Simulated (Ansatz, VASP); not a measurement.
# Ru: VASP beside Ansatz

```
Ru
1.0
     0.00000    1.88501    1.88501
     1.88501    0.00000    1.88501
     1.88501    1.88501    0.00000
Ru
1
Direct
  0.00000 0.00000 0.00000
```

Alike in both runs: functional PBEsol; k mesh 14 × 14 × 14; occupations fermi-dirac, width 0.1 eV; no spin polarisation.

Ansatz relaxed the structure, and its values are those at the end. VASP's run is a single point on that final structure, the one shown.

```csv
,VASP,Ansatz
version,VASP 6.6.1,Ansatz 0.2.0
potentials or method,"VASP PAW PBE potentials, release 64 (Ru_pv)","plane waves (420 eV) with PAW, scalar-relativistic"
plane-wave cutoff (eV),520,420
valence electrons in the cell,14,16
```

|  | VASP | Ansatz | Ansatz less VASP |
| --- | --- | --- | --- |
| pressure (GPa) | -0.1 | 0.0 | +0.06 |

The two sets of potentials don't hold the same shells in valence. Ansatz warned: «pseudo_functional_mismatch».

Caveats: the PAW data sets were made with another functional, which shifts forces and pressure a little (VASP).
